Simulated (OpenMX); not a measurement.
# ZrO2 under changes of volume

One of the cells (11.158 Å³/atom); the others are scaled copies at fixed shape and fractional positions:

```
Zr O
1.0
     3.59610    0.00000    0.00000
     0.00000    3.59610    0.00000
     0.00000    0.00000    5.17700
Zr O
2 4
Cartesian
  1.7980 1.7980 2.5885
  0.0000 0.0000 0.0000
  1.7980 0.0000 4.1261
  1.7980 0.0000 1.5376
  0.0000 1.7980 3.6394
  0.0000 1.7980 1.0509
```

- Program: OpenMX 3.8.5
- Functional: PBE
- Potentials or basis: OpenMX 2013 PBE set, Zr7.0-s3p2d1, O6.0-s2p2, fixed grid of 42 × 42 × 63 points
- k mesh: 7 × 7 × 5
- Occupations: fermi-dirac, width 0.05 eV
- Spin: no spin polarisation

```tsv
volume (Å³/atom)	energy over the lowest point (meV/atom)	gap on the mesh (eV)	largest force (eV/Å)
10.489	?	?	?
10.712	73.32	3.81	0.298
10.935	43.51	3.73	0.195
11.158	22.01	3.65	0.101
11.381	8.08	3.57	0.011
11.604	0.95	3.49	0.075
11.828	0.00	3.42	0.149
```

Problem. What does the run at 10.489 Å³/atom give?

Solution. Energy over the lowest point 112.30 meV/atom; gap on the mesh 3.88 eV; largest force 0.412 eV/Å.

Worked out: A Birch-Murnaghan fit of order 3 (a polynomial in V^(-2/3)) to the other rows has its minimum at 11.75 Å³/atom with B0 = V·E''(V) = 219 GPa and B' = 4.2 at fixed shape and positions, which overstates the stiffness. It gives 112.37 meV/atom at 10.489 Å³/atom, against the run's 112.30. A straight line through the other rows of the gap, of slope -3.97 eV per unit of ln V, extrapolates to 3.89 eV, against the run's 3.88.

Energies are extrapolated to zero smearing.

Caveats: an odd mesh through Γ misses points on the zone boundary, where band edges often lie; the basis of atomic orbitals isn't converged, which shifts pressures, moduli and gaps. Spin-orbit coupling on Zr is left out.
